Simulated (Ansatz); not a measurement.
A (001) slab of Al3Ru2 (I4/mmm (No. 139)), 6 planes, outer planes Al (top) and Al (bottom), with 6 atoms (Al4Ru2) in a surface cell of A = 9.446 Å², as cut from the bulk:

```yaml
crystal:
  lattice:
    - [3.07336, 0.00000, 0.00000]
    - [0.00000, 3.07336, 0.00000]
    - [0.00000, 0.00000, 22.12583]
  atoms:
    - { symbol: Al, position: [0.50000, 0.50000, 0.33897] }
    - { symbol: Ru, position: [0.00000, 0.00000, 0.40703] }
    - { symbol: Al, position: [0.50000, 0.50000, 0.46376] }
    - { symbol: Al, position: [0.00000, 0.00000, 0.53624] }
    - { symbol: Ru, position: [0.50000, 0.50000, 0.59297] }
    - { symbol: Al, position: [0.00000, 0.00000, 0.66103] }
```

Level of theory: Ansatz 0.2.0, DFT PBEsol, scalar-relativistic, plane waves, PAW. Cutoff 420 eV; k points 11×11×1 on the computed 6-atom cell (Γ-centred); Gaussian smearing, width 0.10 eV; no spin polarisation. The cell repeats along c with a dipole correction in the vacuum.

The relaxed slab holds 1 formula units of Al₃Ru₂ and 1 further Al. Against those formula units in the bulk and the further Al in its standard state it lies 1.575 eV higher. The formation energy of Al₃Ru₂ from the standard states is -3.356 eV a formula unit (uncorrected, no zero-point or thermal terms).

Question: Over what range can the chemical potential of Al vary, and what is the surface energy at both ends?

Answer: In contact with the bulk, 3μ(Al) + 2μ(Ru) is fixed. With Δμ counted from the standard states, Δμ(Al) ≤ 0 keeps elemental Al from forming, and Δμ(Ru) ≤ 0 requires Δμ(Al) ≥ ΔH/3 = -1.119 eV. Other compounds of Al and Ru can narrow this range. Then γ, the mean of both faces, = [1.575 eV − 1.00·Δμ(Al)]/(2A). At the Al-rich end (Δμ = 0): 1.575/(2 × 9.446) × 16.02 = 1.34 J/m². At the Al-poor end: (1.575 + 1.119)/(2 × 9.446) × 16.02 = 2.28 J/m².

Question: How does its energy depend on growth conditions?

Answer: It carries an excess of Al, so its energy falls by 0.85 J/m² for each eV that μ(Al) rises: Al-rich conditions lower it; whether it appears depends on the other terminations.